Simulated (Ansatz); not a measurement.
MnO in Ansatz: convergence with smearing width

Input of the first run (smearing width 0.3 eV); the others differ in this setting and in those tied to it:

The input input.yaml:

```yaml
crystal:
  lattice:
    - [3.3717, 0.0, 0.0]
    - [-1.68585, 2.9199778539, 0.0]
    - [0.0, 0.0, 5.3855]
  atoms:
    - { symbol: Mn, position: [0.6666666667, 0.3333333333, 0.51096], spin: 4.0 }
    - { symbol: Mn, position: [0.3333333333, 0.6666666667, 0.01096], spin: 4.0 }
    - { symbol: O, position: [0.6666666667, 0.3333333333, 0.87547] }
    - { symbol: O, position: [0.3333333333, 0.6666666667, 0.37547] }
hamiltonian:
  xc: lda
  pseudopotentials: { kind: paw }
magnetization:
  spin_polarized: true
kpoints:
  mp_grid: { grid: [8, 8, 4] }
scf:
  occupations: { method: methfessel_paxton, width: 0.3 }
output:
  forces: true
  stress: true
  eigenvalues: true
```

Potentials or basis: Ansatz PAW.

Command:

```console
$ ansatz run input.yaml --threads 2 --pin off --max-ram 5632MiB --backend cpu --events-out ev --progress --plain --runs-dir out
```

Measurements of this composition are mostly on another form, of space group No. 225.

Hardware: 2 threads of Arm Neoverse V2, on a shared host.

Task: The values tried are 0.3 eV, 0.2 eV, 0.15 eV, 0.1 eV, 0.05 eV, 0.025 eV, 0.01 eV, 0.005 eV, loosest first. From which on does the pressure stay within 0.1 GPa of the tightest run that finished?

Result: From 0.025 eV on.

| smearing width | energy less the tightest run, at zero smearing (meV/atom) | pressure (GPa) | largest force (eV/Å) | absolute moment (μB) | SCF cycles | CPU time (s) | peak memory (GiB) |
| --- | --- | --- | --- | --- | --- | --- | --- |
| 0.3 eV | 0.34 | -4.85 | 0.552 | 9.90 | 15 | 12 | 0.39 |
| 0.2 eV | 0.00 | -4.66 | 0.550 | 9.92 | 14 | 11 | 0.39 |
| 0.15 eV | -0.07 | -4.63 | 0.546 | 9.92 | 14 | 11 | 0.39 |
| 0.1 eV | -0.04 | -4.61 | 0.547 | 9.92 | 14 | 11 | 0.39 |
| 0.05 eV | -0.01 | -4.61 | 0.552 | 9.92 | 13 | 10 | 0.39 |
| 0.025 eV | 0.00 | -4.57 | 0.552 | 9.93 | 13 | 10 | 0.39 |
| 0.01 eV | 0.00 | -4.50 | 0.553 | 9.94 | 13 | 10 | 0.39 |
| 0.005 eV | 0.00 | -4.51 | 0.553 | 9.94 | 13 | 10 | 0.39 |

Against the tightest run, the energy stays within 1 meV/atom from 0.3 eV on; the largest force stays within 0.005 eV/Å from 0.05 eV on; the absolute moment stays within 0.02 μB from 0.2 eV on. Narrower smearing needs a denser k mesh, so at a fixed mesh the narrowest width isn't the most accurate. The tightest run that finished is the yardstick and may itself not be fully converged.

Caveat, for the tightest run too: the magnetic or orbital state may not be the lowest; the pressure holds a Pulay correction of +0.6 GPa for the finite cutoff; semilocal functionals often make such compounds metallic where correlation or magnetic order opens a gap, which also shifts bond lengths; only a ferromagnetic start was run, and an antiferromagnetic order may lie lower in energy; the PAW data sets come from PBE, with cores solved anew for the run's functional, which leaves a small shift of forces and pressure.
